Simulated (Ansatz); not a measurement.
MgO (started from an entry of an open crystallographic database), relaxed with r2SCAN: it is cubic, Fm-3m (No. 225); a = 4.204 Å in the conventional setting, 9.29 Å³ an atom. Mg is surrounded by 6 O at 2.10 Å; O is surrounded by 6 Mg at 2.10 Å. One-shot G0W0@PBE in the plane-wave code Ansatz on a 6×6×6 mesh (contour deformation, no spin-orbit coupling), from a PBE gap of 4.797 eV over the mesh points (the G0W0 gap is direct on the mesh); the number N of bands summed and the screening cutoff rise together. No spin polarisation and no zero-point or thermal motion.

```
 N  cutoff (eV)  1000/N  G0W0 gap (eV)
38           80  26.316          6.964
77          140  12.987          7.196
```

Lay a straight line in 1000/N through these rows.
The slope is -0.0174 eV per unit of 1000/N and the intercept 7.422 eV.

Predict the gap at N = 136 (210 eV).
7.422 + (-0.0174) × 7.353 = 7.294 eV; the run gives 7.337 eV, +0.043 eV from the line.

With that run's result added, what limit do the last two rows suggest?
Their slope is (7.337 − 7.196)/(7.353 − 12.987) = -0.0250, which meets 1/N = 0 at 7.52 eV, against 7.422 eV from the first line. The slope steepens, so 1/N isn't yet asymptotic and the true limit probably lies higher still; the k mesh isn't extrapolated.
